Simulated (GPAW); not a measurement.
Here is a GPAW 26.7.0 calculation.

The input run.py:

```python
from ase.calculators.mixing import SumCalculator
from ase.eos import EquationOfState
from ase.io import Trajectory, read
from ase.units import GPa
from dftd4.ase import DFTD4
from gpaw import GPAW, PW, setup_paths

setup_paths.insert(0, '.')

atoms = read('POSCAR')

traj = Trajectory('eos.traj', 'w')
volumes, energies = [], []
for x in [0.94, 0.96, 0.98, 1.0, 1.02, 1.04, 1.06]:
    a = atoms.copy()
    a.set_cell(atoms.cell * x**(1 / 3), scale_atoms=True)
    calc = GPAW(mode=PW(800),
                xc='GGA_X_B88+GGA_C_P86',
                kpts={'size': (10, 10, 10), 'gamma': True},
                occupations={'name': 'fermi-dirac', 'width': 0.05},
                nbands=11,
                convergence={'density': 1e-05, 'energy': 1e-05},
                maxiter=150,
                txt=f'eos-{x:.2f}.txt')
    a.calc = SumCalculator([calc, DFTD4(method='bp')])
    energies.append(a.get_potential_energy())
    volumes.append(a.get_volume())
    p = -a.get_stress()[:3].mean() / GPa
    calc.write(f'eos-{x:.2f}.gpw')
    traj.write(a)
    print(f'{x:.2f} {volumes[-1]:10.4f} A^3 {energies[-1]:14.6f} eV {p:9.3f} GPa', flush=True)

v0, e0, B = EquationOfState(volumes, energies, eos='birchmurnaghan').fit()
print(f'V0 = {v0:.4f} A^3, E0 = {e0:.6f} eV, B0 = {B / GPa:.2f} GPa')
```

File POSCAR:

```
BP
1.0
    0.0000000000      2.2690000000      2.2690000000
    2.2690000000      0.0000000000      2.2690000000
    2.2690000000      2.2690000000      0.0000000000
P B
1 1
Direct
    0.7500000000      0.7500000000      0.7500000000
    0.0000000000      0.0000000000      0.0000000000
```

Potentials or basis: PAW data sets generated in the run's folder for this functional, pw.

Command:

```bash
$ gpaw-setup -f GGA_X_B88+GGA_C_P86 B P
$ OMP_NUM_THREADS=1 python run.py
```

Q: Estimate the equilibrium volume.

A: 11.33 Å³/atom.

Q: What does it give for the pressure derivative of the bulk modulus?

A: 3.9.

Energy against volume, from the lowest point:
| volume (Å³/atom) | energy (meV/atom) |
| --- | --- |
| 10.981 | 5.42 |
| 11.214 | 0.00 |
| 11.448 | 0.01 |
| 11.682 | 4.93 |
| 11.915 | 14.25 |
| 12.149 | 27.61 |
| 12.383 | 44.59 |

**What was measured.**

“Equation of state of single-crystal cubic boron phosphide”, 2014, arxiv:1407.1677 reports, for a bulk crystal of BP at 300 K: bulk modulus 179 ± 1 GPa.

A measured bulk modulus of BP is 179 GPa (300 K; “Equation of state of single-crystal cubic boron phosphide”, 2014, arxiv:1407.1677); the calculated 171 GPa misses it by -4.3 %. 3 values of this kind are on record (173 to 179 GPa); this one was drawn at random among those near their median, those with a stated uncertainty first. The fit is for a static lattice scaled at fixed shape and fixed fractional positions.
